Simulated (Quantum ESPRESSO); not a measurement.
NaCl in Quantum ESPRESSO: the effect of functional

The system is NaCl.

```
Cl Na
1.0
     0.00000    2.79406    2.79406
     2.79406    0.00000    2.79406
     2.79406    2.79406    0.00000
Cl Na
1 1
Direct
  0.50000 0.50000 0.50000
  0.00000 0.00000 0.00000
```

The cell is a database's computed one.

Alike in all runs:

- Program: Quantum ESPRESSO 7.5
- Task: dielectric tensor
- Cutoff: 612 eV
- Density cutoff: 4898 eV
- k mesh: 6 × 6 × 6, shifted
- Occupations: fermi-dirac, width 0.05 eV
- Spin: no spin polarisation

```tsv
functional	potentials or basis	pressure (GPa)	dielectric constant (mean)
LDA	GBRV 1.5 LDA	?	?
PBE	GBRV 1.5 PBE	1.6	2.53
PBEsol	GBRV 1.5 PBEsol	0.3	2.58
WC	GBRV 1.5 PBE	0.5	2.58
BLYP	GBRV 1.5 PBE	2.6	2.51
AM05	GBRV 1.5 PBE	1.3	2.54
```

Task: What does the run with functional LDA give?

Result: Pressure -1.8 GPa; dielectric constant 2.62 mean.

Caveats: the potentials were made for another functional, which shifts forces and pressure (some runs).
